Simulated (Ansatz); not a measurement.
## Computing U for Fe in FeO (Wuestite)

Linear response gives U from how a shell's filling answers a small shift of its potential. The runs below do this for FeO (Wuestite).

Main program and level: Ansatz 0.2.0; functionals named at each step; plane waves, U on orthogonalised atomic orbitals unless named otherwise, collinear spin, no spin–orbit coupling.

In doubt: warnings of the run leave room for a lower electronic state (step 3), so energies may not be the lowest and differences between runs may mislead.

### 1. The structure

It takes space group R-3m (No. 166, trigonal). The conventional cell has a = 3.038 Å, b = 3.038 Å, c = 7.559 Å, α = 90.00°, β = 90.00°, γ = 120.00°. Nearest to Fe lie 6 O at 2.16 Å. Nearest to O lie 6 Fe at 2.16 Å. Farther neighbours and most contacts between anions are not listed.

### 2. The reference order

The response depends on the magnetic state, so a state is chosen first, with a typed U.

3 starts were run under PBE with U = 4.59 eV on Fe d, ortho-atomic projectors; the lowest per atom is taken, and its run is shown. Energies are taken at zero occupation width.

input.yaml reads:

```yaml
crystal:
  lattice:
    - [1.518820902, 0.876891657, 2.519577285]
    - [-1.518820902, 0.876891657, 2.519577285]
    - [0.0, -3.507566628, 5.03915457]
  atoms:
    - { symbol: Fe, position: [0.0, 0.0, 0.0], spin: 4.0 }
    - { symbol: Fe, position: [0.0, 0.0, 0.5], spin: -4.0 }
    - { symbol: O, position: [0.5, 0.5, 0.25] }
    - { symbol: O, position: [0.5, 0.5, 0.75] }
magnetization:
  spin_polarized: true
kpoints:
  mp_grid: { grid: [10, 10, 5] }
hamiltonian:
  xc: pbe
  hubbard:
    sites: [{ species: Fe, l: d, u_eff: 4.59 }]
    projectors: ortho-atomic
scf:
  occupations: { method: fermi_dirac, width: 0.05 }
output:
  eigenvalues: true
  write_density: true
  write_potential: true
  elf: true
  volumetric_format: npy
```

Launch:

```
> ansatz run input.yaml --threads 4 --pin off --max-ram 8192MiB --backend cpu --events-out ev --progress --plain --runs-dir out
```

Numbers of over 12 decimals in the logs are rounded to 6 here.

What it wrote:

```text
Engine: ansatz 0.2.0, aarch64-unknown-linux-gnu
Pseudopotentials: kind: paw
Pseudopotential: Fe, paw, valence charge 16, recommended cutoff 420 eV (normal), Fe.paw.azcp
Pseudopotential: O, paw, valence charge 6, recommended cutoff 420 eV (normal), O.paw.azcp
Functional definition: PBE
  parameter kappa = 0.804
  parameter beta = 0.066725
  exchange = pbe_x(kappa = kappa, mu = beta*pi^2/3)
  correlation = pbe_c(beta = beta)
Crystal: 4 atoms, lattice volume = 40.268 Å³
Basis set: ecut = 420 eV, 797 PW (Γ)
Bands: 32, of which v1, the nominal top of the filled ones, is band 22 counted from 1 (21 counted from 0)
Symmetry: 4 space group operations
Space group: C2/m (ITA 12), of the structure as read, at distance tolerance 3.4e-5 Å
Magnetic group: BNS 12.63 (UNI 70), of the structure as read, at distance tolerance 3.4e-5 Å
k-points: 141 of 500
Non-local potential: Fe, projectors of the file, l = 0: 3, l = 1: 2, l = 2: 3, l = 3: 1
Non-local potential: O, projectors of the file, l = 0: 2, l = 1: 2, l = 2: 1
PAW form: soft (Blöchl's): semilocal exchange-correlation on the pseudo side does not see the compensation charge
PAW one-centre angular grid: Fe, 590 points (default); XC on 64 Gauss nodes
PAW one-centre angular grid: O, 110 points (default); XC on 64 Gauss nodes
Initial density: superposition of atomic densities (chi_scale 0.1, normalization cell, long waves kept (reshape's long-wave potential 0.00 eV rms))
Starting moments: Σ|m| = 8 μB on 2 of 4 sites
Starting magnetic order: antiferromagnet; a translation exchanges its spin sublattices: spin-degenerate at every k-point
[...]
Magnetization: -0.0000 μB (22.0000 up, 22.0000 down)
Absolute magnetization: 7.4960 μB (∫|ρ↑−ρ↓|, with the PAW one-centre terms)
Spin contamination: 3.9368 ħ² per cell (⟨S²⟩ above its minimum at these occupations)
Per-site moments (μB) at R_I (Å): [(3.435886, 0.890735), (-3.432901, 0.890735), (-0.00271285, 0.890735), (-0.00271285, 0.890735)]
Free energy (F): -10091.738334 eV
Harris-Foulkes:  -10091.738334 eV  (|F-HF|=3.35e-10)
Internal energy: -10091.738334 eV  (E = F + TS)
E sigma→0 (E₀):  -10091.738334 eV
Fermi energy:    14.063018 eV
--- Per-component energies (eV) ---
  E_band       = -557.765270
  E_kinetic    = 1030.798381
  E_local      = -5218.919244  (includes V_loc(G=0)·N_el)
  E_nonlocal   = 562.940246
  E_hartree    = 2130.907358
  E_xc         = -376.170514
  E_vxc        = -482.296256  (∫ρ·V_xc dr)
  E_hubbard    = 1.558272  (on-site DFT+U / exact-exchange correction)
  E_vhub       = -25.868382  (the Hubbard potential's part of the band-sum identity)
  E_paw        = -3061.120753  (= ΣΔE_a)
  E_vpaw       = -686.241798  (= ΣTr[D̂ρ^β])
  E_aug_tail   = 0.006782  (compensation charges beyond the density's cutoff)
  E_ewald      = -5161.738862
  E_smearing   = -0.000000  (= −TS)
  E_closure    = -0.000000  (closes the sum)
  Σ components = -10091.738334   (vs F -10091.738334, Δ=0.00e0)
--- Band table (eV; the first three rows and the last of 504) ---
  k-point 0 ↑: bands = [... 18 lower, 11.2411, 11.6179, 11.8707, 12.5303, 14.9953, 16.6151, 16.6771, 17.5231, ... 6 higher]
  k-point 1 ↑: bands = [... 18 lower, 10.8187, 12.0422, 12.2573, 12.5237, 15.6827, 16.5842, 16.6388, 17.4496, ... 6 higher]
  k-point 2 ↑: bands = [... 18 lower, 10.4466, 12.2484, 12.5926, 12.6782, 16.4298, 16.5863, 17.0729, 17.3306, ... 6 higher]
  k-point 251 ↓: bands = [... 18 lower, 10.0101, 11.8953, 12.2929, 12.8173, 15.8321, 17.3849, 17.4586, 18.2204, ... 6 higher]
Occupation matrices written to <dir>
[key lines of the parts left out:]
SCF converged after 2 iterations
```

It took 2.8 min on 4 threads of Arm Neoverse V2, shared host; peak memory 2 GiB.

Reading the cycles: dr2 is the Hartree energy of the density residual (eV), the measure of convergence; HF is the Harris–Foulkes estimate of the energy, which meets the free energy F at convergence.

```
                       start  atoms        final state  energy (meV an atom)
                  parallel +      2      ferromagnetic                  37.1
  compensated q=(0,0,1/2) +−      4  antiferromagnetic                   0.0
compensated q=(0,1/2,1/2) +−      4  antiferromagnetic                  24.8
```

Spin moment in the sphere by atom:

```csv
atom,spin moment in the sphere (μB)
Fe1,3.44
Fe2,-3.43
O3,0.00
O4,0.00
```

Spin density of the compensated q=(0,0,1/2) +− start:

Spin density in the ac plane at fractional y = 0.000, with atoms of Fe within 0.2 Å of it.

Values in e/Å³, 24 rows by 16 columns, each cell a mean:
```
 6.7  6.4  3.4  1.0  0.3  0.1  0.0  0.0  0.0  0.0  0.0  0.1  0.2  0.5  1.6  4.0
 2.8  3.5  2.5  1.1  0.3  0.1  0.0  0.0  0.0  0.0  0.0  0.0  0.1  0.2  0.6  1.4
 0.7  1.1  1.1  0.7  0.3  0.1  0.0  0.0  0.0  0.0  0.0  0.0  0.0  0.1  0.2  0.4
 0.2  0.2  0.3  0.3  0.2  0.1  0.0  0.0  0.0  0.0  0.0  0.0  0.0  0.0  0.0  0.1
 0.0  0.1  0.1  0.1  0.1  0.1  0.0  0.0  0.0  0.0  0.0  0.0  0.0  0.0  0.0  0.0
 0.0  0.0  0.0  0.0  0.0  0.0  0.0  0.0  0.0  0.0  0.0  0.0  0.0  0.0  0.0  0.0
 0.0  0.0  0.0  0.0  0.0  0.0  0.0  0.0  0.0  0.0  0.0  0.0  0.0  0.0  0.0  0.0
-0.1  0.0  0.0  0.0  0.0  0.0  0.0  0.0  0.0  0.0 -0.1 -0.1 -0.1 -0.1 -0.1 -0.1
-0.3 -0.2 -0.1  0.0  0.0  0.0  0.0  0.0  0.0  0.0 -0.1 -0.2 -0.3 -0.4 -0.3 -0.3
-1.2 -0.7 -0.3 -0.1 -0.1  0.0  0.0  0.0  0.0 -0.1 -0.1 -0.3 -0.7 -1.2 -1.5 -1.4
-5.0 -3.3 -1.5 -0.5 -0.2 -0.1  0.0  0.0  0.0  0.0 -0.1 -0.3 -0.8 -2.2 -4.1 -5.4
-8.6 -6.9 -3.7 -1.4 -0.5 -0.2 -0.1  0.0  0.0  0.0 -0.1 -0.2 -0.5 -1.6 -4.1 -7.3
-6.1 -6.2 -4.4 -2.1 -0.8 -0.3 -0.1  0.0  0.0  0.0  0.0 -0.1 -0.2 -0.7 -2.0 -4.2
-1.9 -2.3 -2.2 -1.6 -0.8 -0.3 -0.1  0.0  0.0  0.0  0.0  0.0 -0.1 -0.2 -0.5 -1.2
-0.3 -0.4 -0.4 -0.4 -0.4 -0.2 -0.1 -0.1  0.0  0.0  0.0  0.0  0.0 -0.1 -0.1 -0.2
-0.1 -0.1 -0.1 -0.1 -0.1 -0.1 -0.1  0.0  0.0  0.0  0.0  0.0  0.0  0.0  0.0 -0.1
 0.0  0.0  0.0  0.0  0.0  0.0  0.0  0.0  0.0  0.0  0.0  0.0  0.0  0.0  0.0  0.0
 0.0  0.0  0.0  0.0  0.0  0.0  0.0  0.0  0.0  0.0  0.0  0.0  0.0  0.0  0.0  0.0
 0.0  0.0  0.0  0.0  0.0  0.0  0.0  0.0  0.0  0.0  0.0  0.1  0.1  0.1  0.1  0.0
 0.1  0.1  0.0  0.0  0.0  0.0  0.0  0.0  0.0  0.0  0.0  0.1  0.2  0.2  0.2  0.2
 0.5  0.2  0.1  0.0  0.0  0.0  0.0  0.0  0.0  0.0  0.0  0.1  0.3  0.6  0.8  0.7
 2.2  1.1  0.4  0.2  0.1  0.0  0.0  0.0  0.0  0.0  0.0  0.1  0.3  1.0  2.3  2.9
 5.9  3.5  1.4  0.4  0.1  0.0  0.0  0.0  0.0  0.0  0.0  0.1  0.3  1.1  3.3  5.9
 8.9  6.4  2.7  0.8  0.2  0.1  0.0  0.0  0.0  0.0  0.0  0.1  0.3  0.9  3.1  6.9
```
Columns run along a (3.1 Å), rows up along c (6.1 Å). Atoms in or near the plane, at fractional coordinates: Fe at (0.00, 0.00), Fe at (0.00, 0.50).

### 3. PBE

A run without U, to see what the plain functional makes of this start.

input.yaml reads:

```yaml
crystal:
  lattice:
    - [1.518820902, 0.876891657, 2.519577285]
    - [-1.518820902, 0.876891657, 2.519577285]
    - [0.0, -3.507566628, 5.03915457]
  atoms:
    - { symbol: Fe, position: [0.0, 0.0, 0.0], spin: 3.8 }
    - { symbol: Fe, position: [0.0, 0.0, 0.5], spin: -3.8 }
    - { symbol: O, position: [0.5, 0.5, 0.25] }
    - { symbol: O, position: [0.5, 0.5, 0.75] }
magnetization:
  spin_polarized: true
kpoints:
  mp_grid: { grid: [11, 11, 6] }
hamiltonian:
  xc: pbe
scf:
  occupations: { method: fermi_dirac, width: 0.05 }
output:
  eigenvalues: true
```

What it wrote:

```text
[...]
Crystal: 4 atoms, lattice volume = 40.268 Å³
Basis set: ecut = 420 eV, 797 PW (Γ)
Bands: 31, of which v1, the nominal top of the filled ones, is band 22 counted from 1 (21 counted from 0)
Symmetry: 4 space group operations
[...]
k-points: 204 of 726
[...]
Starting moments: Σ|m| = 7.6 μB on 2 of 4 sites
[...]
SCF iter   1: F=—  HF=-10093.757679 eV  |F-HF|=—  |Δ(HF+E_count)|=         —  Δρ=7.98e-2 (↑7.98e-2 ↓7.98e-2)  dr2=7.69e0  dr2_m=1.41e-1  M=0.000 μB ∫|m|=6.875 μB  β_m=0.30  ethr=3.10e-3  ⟨swp⟩=5.0  Hψ=44495  notcnv=0  defer=106
[...]
SCF iter  15: F=-10094.172988 eV  HF=-10094.172988 eV  |F-HF|=1.12e-9  |Δ(HF+E_count)|=   7.51e-9  Δρ=1.90e-6 (↑1.90e-6 ↓1.15e-6)  dr2=1.09e-9  dr2_m=5.30e-10  M=0.000 μB ∫|m|=7.152 μB  ethr=1.88e-10  ⟨swp⟩=6.0  Hψ=40646  notcnv=0
SCF 1 converged in 15 iterations: F = -10094.172988 eV  dr2 = 1.09e-9
[...]
WARN: an SCF from ferromagnetic starting moments (-3.80, -3.80, 0.00, 0.00 Bohr magnetons, atom by atom) was not made, by what the run has read of turns of its moments that order reads lower: the deck asks for what bars it, or types moments that do (magnetization.spin_polarized, in the input reference, names some of the keys), or the run goes by scf.lower_state_search: light, the default, which as a rule tries one only behind a close that has lost an order of both signs, or on which an open d or half-filled 4f shell of a PAW file has lost a moment that was set nearer to Hund's than to what is left; [rest of the remark cut]
SCF converged after 15 iterations
Magnetization: 0.0000 μB (22.0000 up, 22.0000 down)
Absolute magnetization: 7.1531 μB (∫|ρ↑−ρ↓|, with the PAW one-centre terms)
[...]
Per-site moments (μB) at R_I (Å): [(3.292551, 0.890735), (-3.292534, 0.890735), (-2.8301029957496635e-7, 0.890735), (-2.830102994086308e-7, 0.890735)]
Free energy (F): -10094.172988 eV
[...]
Internal energy: -10094.141714 eV  (E = F + TS)
E sigma→0 (E₀):  -10094.157351 eV
Entropy (-TS):   -0.031274 eV (-7.819 meV/atom)
Fermi energy:    14.533398 eV
[...]
--- Band table (eV; the first three rows and the last of 408) ---
  k-point 0 ↑: bands = [... 18 lower, 11.3302, 12.3603, 12.3861, 14.3763, 14.4423, 14.7921, 14.8760, 16.4736, ... 5 higher]
  k-point 1 ↑: bands = [... 18 lower, 11.4381, 12.6335, 12.6583, 14.3570, 14.4187, 14.7170, 15.3572, 16.3877, ... 5 higher]
  k-point 2 ↑: bands = [... 18 lower, 11.4892, 13.0773, 13.0941, 14.3119, 14.3709, 14.5563, 16.1998, 16.2157, ... 5 higher]
  k-point 203 ↓: bands = [... 18 lower, 12.0157, 12.9360, 13.0260, 13.9849, 15.0694, 15.2860, 16.1847, 16.2252, ... 5 higher]
```

The job ended after 12 s (4 threads; peak memory 0.65 GiB; 47 s of CPU time).

This step gave:

| Item | Value |
| --- | --- |
| magnetization | 0 μB |
| final state | antiferromagnetic |
| largest moment | 3.293 μB |

### 4. PBE, one cell

The cheapest recipe shifts the site in the one cell.

input.yaml, as its differences from that of step 3:

```diff
@@ -13,5 +13,8 @@
 kpoints:
-  mp_grid: { grid: [11, 11, 6] }
+  mp_grid: { grid: [7, 7, 4] }
 hamiltonian:
   xc: pbe
+  hubbard:
+    sites: [{ species: Fe, l: d, u_eff: linear-response }]
+    projectors: ortho-atomic
 scf:
```

What it wrote:

```text
[...]
davidson cushion auto → off  (block headroom 9 ≥ Hubbard manifold empty extent 4; pin scf.eigensolver.cushion to override)
LR-U cycle 1: input U_eff = [0.000, 0.000] eV
Crystal: 4 atoms, lattice volume = 40.268 Å³
Basis set: ecut = 420 eV, 797 PW (Γ)
Bands: 31, of which v1, the nominal top of the filled ones, is band 22 counted from 1 (21 counted from 0)
Symmetry: 4 space group operations
[...]
k-points: 60 of 196
[...]
Starting moments: Σ|m| = 7.6 μB on 2 of 4 sites
[...]
SCF iter  26: F=-10094.176326 eV  HF=-10094.176326 eV  |F-HF|=0.00e0  |Δ(HF+E_count)|=  3.64e-12  Δρ=5.61e-8 (↑5.28e-8 ↓5.61e-8)  dr2=3.77e-12  dr2_m=5.02e-13  M=-0.000 μB ∫|m|=7.154 μB  ethr=1.00e-12  ⟨swp⟩=2.0  Hψ=6476  notcnv=0
SCF 1 converged in 26 iterations: F = -10094.176326 eV  dr2 = 3.77e-12
[...]
SCF 2 converged in 14 iterations: F = -10094.095633 eV  dr2 = 4.30e-12
[...]
SCF 3 converged in 14 iterations: F = -10094.257041 eV  dr2 = 6.08e-13
LR-U cycle 1: largest |computed − input| of the U and V asked for = 6.3231 eV
LR-U result after 1 cycle(s), on one cell, whose images are shifted too, at d_alpha = 0.0125 eV:
  orbit [0]: n₀ = 6.4563, χ₀ = -0.8991 eV⁻¹, χ = -0.1338 eV⁻¹, U = 6.323 eV, projected Ū = 6.323 eV over the magnetic orbit of site 0 (written back: yes)
[...]
Signs of the perturbation — the screened responses to the two lie 0.02 % off their mean on orbit [0]
[...]
SCF 4 converged in 40 iterations: F = -10091.176015 eV  dr2 = 6.62e-9
Symmetry: 2 space group operations
k-points: 99 of 196
[...]
SCF 5 converged in 7 iterations: F = -10091.197926 eV  dr2 = 1.27e-8
[...]
SCF 6 converged in 2 iterations: F = -10091.197926 eV  dr2 = 2.59e-9
[...]
SCF converged after 2 iterations
[...]
Magnetization: -0.0000 μB (22.0000 up, 22.0000 down)
Absolute magnetization: 7.5858 μB (∫|ρ↑−ρ↓|, with the PAW one-centre terms)
[...]
Per-site moments (μB) at R_I (Å): [(3.475116, 0.890735), (-3.475117, 0.890735), (1.9456453199241043e-6, 0.890735), (1.9456453201670643e-6, 0.890735)]
Free energy (F): -10091.197926 eV
[...]
Internal energy: -10091.197926 eV  (E = F + TS)
E sigma→0 (E₀):  -10091.197926 eV
Fermi energy:    13.818031 eV
[...]
--- Band table (eV; the first three rows and the last of 198) ---
  k-point 0 ↑: bands = [... 18 lower, 11.3438, 11.3734, 11.7798, 12.0674, 15.0235, 17.3716, 17.4507, 18.0772, ... 5 higher]
  k-point 1 ↑: bands = [... 18 lower, 10.8374, 11.7010, 12.2234, 12.2959, 16.0506, 17.3084, 17.4245, 17.9850, ... 5 higher]
  k-point 2 ↑: bands = [... 18 lower, 10.5679, 11.6652, 12.4661, 12.5566, 17.1393, 17.3991, 17.5937, 17.8939, ... 5 higher]
  k-point 98 ↓: bands = [... 18 lower, 10.1373, 11.6607, 11.8984, 12.2296, 16.9687, 17.8462, 18.1995, 19.0585, ... 5 higher]
Occupation matrices written to <dir>
```

Run time: 70 s. Hardware: 4 threads; peak memory 0.95 GiB.

Site by site:

| site | electrons | χ₀ (1/eV) | χ (1/eV) | U (eV) |
| --- | --- | --- | --- | --- |
| Fe1 | 6.456 | -0.8991 | -0.1338 | 6.32 |
| Fe2 | 6.456 | -0.8991 | -0.1338 | 6.32 |

For Fe1 the on-site elements alone give 1/χ₀ − 1/χ = 6.36 eV, the inverses of the full matrices 4.58 eV, and the program reports 6.32 eV, after an interpolation towards a dense mesh that it makes on unshifted meshes and on single cells of several shells. The state, moments and gap printed next belong to the closing SCF at this U.

This step gave:

| Item | Value |
| --- | --- |
| magnetization | 0 μB |
| final state | antiferromagnetic |
| largest moment | 3.475 μB |

U on Fe is 6.32 eV. All images of the site are shifted together here, so the value is not converged.

The run warns that the state on which the response was measured is in doubt.

### 5. PBE, q-mesh 3×3×2

A mesh of wavevectors stands for a supercell in which the shifted site is farther from its images.

input.yaml, as its differences from that of step 4:

```diff
@@ -13,3 +13,3 @@
 kpoints:
-  mp_grid: { grid: [7, 7, 4] }
+  mp_grid: { grid: [9, 9, 4] }
 hamiltonian:
@@ -19,2 +19,3 @@
     projectors: ortho-atomic
+    lr: { qmesh: [3, 3, 2] }
 scf:
```

What it wrote:

```text
[...]
LR-U cycle 1: input U_eff = [0.000, 0.000] eV
Crystal: 4 atoms, lattice volume = 40.268 Å³
Basis set: ecut = 420 eV, 797 PW (Γ)
Bands: 31, of which v1, the nominal top of the filled ones, is band 22 counted from 1 (21 counted from 0)
Symmetry: 4 space group operations
[...]
k-points: 95 of 324
[...]
Starting moments: Σ|m| = 7.6 μB on 2 of 4 sites
[...]
SCF iter  27: F=-10094.170069 eV  HF=-10094.170069 eV  |F-HF|=3.64e-12  |Δ(HF+E_count)|=  1.82e-12  Δρ=4.28e-8 (↑3.34e-8 ↓4.28e-8)  dr2=1.29e-12  dr2_m=2.61e-13  M=-0.000 μB ∫|m|=7.150 μB  ethr=1.00e-12  ⟨swp⟩=2.0  Hψ=10290  notcnv=0
SCF 1 converged in 27 iterations: F = -10094.170069 eV  dr2 = 1.29e-12
[...]
LR-U reference ψ shed before the perturbed-orbit SCFs — 0.07 GiB of wavefunction and exchange-operator storage released
NSCF: frozen V_eff on 95 k-points
[...]
DFPT response loops at q = (0, 0.333333, 0) (fractional): preconditioner auto → Kerker (q_TF=auto, 2.769 Å⁻¹) (partly filled bands, converged f_vac=0.000); β = 1.00, the filter's whole step (`scf.mixing.beta` (0.30) is not read by the response loops under this deck's `scf.mixing.preconditioner`; to damp them name `kerker` or `kerker_dos`, under which they read `scf.mixing.beta`, and type it under 1.00, their step now; both keys bind the ground state too); Broyden in place of MSR1
[...]
LR-U cycle 1: largest |computed − input| of the U and V asked for = 5.4281 eV
LR-U result after 1 cycle(s), on the 3×3×2 q mesh at shift [0, 0, 0]:
[...]
q = [0.0000, 0.0000, 0.0000], weight 0.0556: sites [0] shifted on 95 pairs of k-points with 31 bands, 10 passes, the loops' stops and last bands leave some 1.9e-5 eV⁻¹ in χ
[...]
SCF 2 converged in 35 iterations: F = -10091.448634 eV  dr2 = 3.14e-8
[...]
Symmetry: 2 space group operations
k-points: 163 of 324
[...]
SCF 3 converged in 7 iterations: F = -10091.469340 eV  dr2 = 1.85e-8
[...]
SCF 4 converged in 2 iterations: F = -10091.469340 eV  dr2 = 2.51e-9
[...]
SCF converged after 2 iterations
[...]
Magnetization: -0.0000 μB (22.0000 up, 22.0000 down)
Absolute magnetization: 7.5396 μB (∫|ρ↑−ρ↓|, with the PAW one-centre terms)
[...]
Per-site moments (μB) at R_I (Å): [(3.455101, 0.890735), (-3.455099, 0.890735), (2.466449567781679e-7, 0.890735), (2.466449569107734e-7, 0.890735)]
Free energy (F): -10091.469340 eV
[...]
Internal energy: -10091.469340 eV  (E = F + TS)
E sigma→0 (E₀):  -10091.469340 eV
Fermi energy:    13.912745 eV
[...]
--- Band table (eV; the first three rows and the last of 326) ---
  k-point 0 ↑: bands = [... 18 lower, 11.2907, 11.5525, 11.7936, 12.2569, 15.0095, 16.9996, 17.0603, 17.7726, ... 5 higher]
  k-point 1 ↑: bands = [... 18 lower, 10.7746, 11.9670, 12.2689, 12.3416, 16.0261, 16.9485, 17.0294, 17.6722, ... 5 higher]
  k-point 2 ↑: bands = [... 18 lower, 10.4755, 11.9607, 12.5093, 12.6078, 16.8100, 17.0026, 17.5713, 17.5719, ... 5 higher]
  k-point 162 ↓: bands = [... 18 lower, 10.5445, 11.4302, 11.8468, 12.3940, 17.2205, 17.3305, 17.9730, 18.7385, ... 5 higher]
Occupation matrices written to <dir>
```

It took 6.1 min on 4 threads; peak memory 1.4 GiB.

Site by site:

```
site  electrons  χ₀ (1/eV)  χ (1/eV)  U (eV)
 Fe1      6.456     -2.393   -0.1739    5.43
 Fe2      6.456     -2.393   -0.1739    5.43
```

For Fe1 the on-site elements alone give 1/χ₀ − 1/χ = 5.33 eV, the inverses of the full matrices 5.29 eV, and the program reports 5.43 eV, after an interpolation towards a dense mesh that it makes on unshifted meshes and on single cells of several shells. The state, moments and gap printed next belong to the closing SCF at this U.

This step gave:

- magnetization: 0 μB
- final state: antiferromagnetic
- largest moment: 3.455 μB

U on Fe is 5.43 eV here against 6.32 eV (-14 %) in the run that differs in the way the response is sampled and in its k-mesh (PBE, one cell), at 5.4 times its CPU time.

The run warns that the state on which the response was measured is in doubt.

[end of part 1 of 2]

[Logs and program files are shortened in this print: banners, set-up blocks, solver, clock and traceback lines can be left out without a mark of their own.]

[Logs are printed without paths, hosts, clocks, repeated set-up lines and the standing remarks that a program may print on its own settings, such as how far it seeks lower states.]

[Hosts, paths, dates, database ids (printed as entryN), source tags and the programs' standing remarks are cut or masked in the printed files.]

[Where a cell is said to come from a database of computed structures, the database is the Materials Project.]
